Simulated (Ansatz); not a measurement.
Set up this calculation in Ansatz 0.2.0, as the native input.

```
Task                : single point
Functional          : PBE
Potentials or basis : all-electron LAPW, scalar-relativistic
Cutoff              : 449 eV (chosen from the basis error)
Basis error allowed : 0.001 eV/atom
k mesh              : 13 × 13 × 13
Occupations         : gaussian, width 0.027 eV
Spin                : no spin polarisation
```

C:

```xyz
2
Lattice="0.0000 1.7834 1.7834 1.7834 0.0000 1.7834 1.7834 1.7834 0.0000" Properties=species:S:1:pos:R:3 pbc="T T T"
C     2.6751    2.6751    2.6751
C     1.7834    1.7834    1.7834
```

This isn't the form of C at room conditions, which is graphite.

One way to write it, as run:

input.yaml

```yaml
crystal:
  lattice:
    - [0.0, 1.78337, 1.78337]
    - [1.78337, 0.0, 1.78337]
    - [1.78337, 1.78337, 0.0]
  atoms:
    - { symbol: C, position: [0.75, 0.75, 0.75] }
    - { symbol: C, position: [0.5, 0.5, 0.5] }
kpoints:
  mp_grid: { grid: [13, 13, 13] }
scf:
  occupations: { method: gaussian, width: 0.027 }
hamiltonian:
  xc: pbe
  pseudopotentials: { kind: all_electron, lapw: { basis_error: 0.001 } }
output:
  forces: true
  stress: true
  eigenvalues: true
```

Potentials or basis: all-electron LAPW, scalar-relativistic.

Launch:

```console
$ ansatz run input.yaml --threads 1 --pin off --max-ram 3072MiB --backend cpu --events-out ev --progress --plain --runs-dir out
```

It gave:

```yaml
Pressure: 1.8 GPa
Band_gap_on_the_k_mesh: 4.15 eV, indirect (least direct gap 5.60 eV)
```

Caveat: an odd mesh through Γ misses points on the zone boundary, where band edges often lie.

Run time: 5.2 s on 1 thread of Arm Neoverse V1, with other jobs on the host, peak memory 0.24 GiB.
